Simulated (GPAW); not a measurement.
Sn:

```
CELL_PARAMETERS angstrom
-2.02919 2.02919 1.66076
2.02919 -2.02919 1.66076
2.02919 2.02919 -1.66076
ATOMIC_POSITIONS crystal
Sn 0.00000 0.00000 0.00000
```

This isn't the form of Sn at room conditions, which is tetragonal (white tin).

- Program: GPAW 26.7.0
- Task: relaxation of cell and atoms
- Functional: PBEsol
- Potentials or basis: PAW data sets generated in the run's folder for this functional
- Cutoff: 600 eV
- Basis: pw
- k mesh: 9 × 9 × 9
- Occupations: fermi-dirac, width 0.05 eV
- Spin: no spin polarisation

At the start: pressure -1.9 GPa; volume 27.35 Å³/atom.

Problem. How do energy, volume and symmetry change on relaxing?

Solution. Over 7 steps the energy falls by 18.8 meV/atom and the volume is 26.07 Å³/atom (-4.7 %); space group I4/mmm (No. 139, to 0.05 Å).

The path:
| step | energy change (eV) | largest force (eV/Å) | pressure (GPa) | volume (Å³) |
| --- | --- | --- | --- | --- |
| 1 | 0.0000 | 0.0000 | -1.92 | 27.35 |
| 2 | -0.0054 | 0.0000 | -1.29 | 26.97 |
| 3 | -0.0129 | 0.0000 | 0.51 | 26.00 |
| 4 | -0.0145 | 0.0000 | 0.67 | 25.91 |
| 5 | -0.0179 | 0.0000 | 0.56 | 25.74 |
| 6 | -0.0185 | 0.0000 | 0.17 | 25.95 |
| 7 | -0.0188 | 0.0000 | -0.03 | 26.07 |

Final structure:
```xyz
1
Lattice="-1.9502 1.9502 1.7135 1.9502 -1.9502 1.7135 1.9502 1.9502 -1.7135" Properties=species:S:1:pos:R:3 pbc="T T T"
Sn    0.0000    0.0000    0.0000
```

Caveat: later steps reuse the first step's grids.
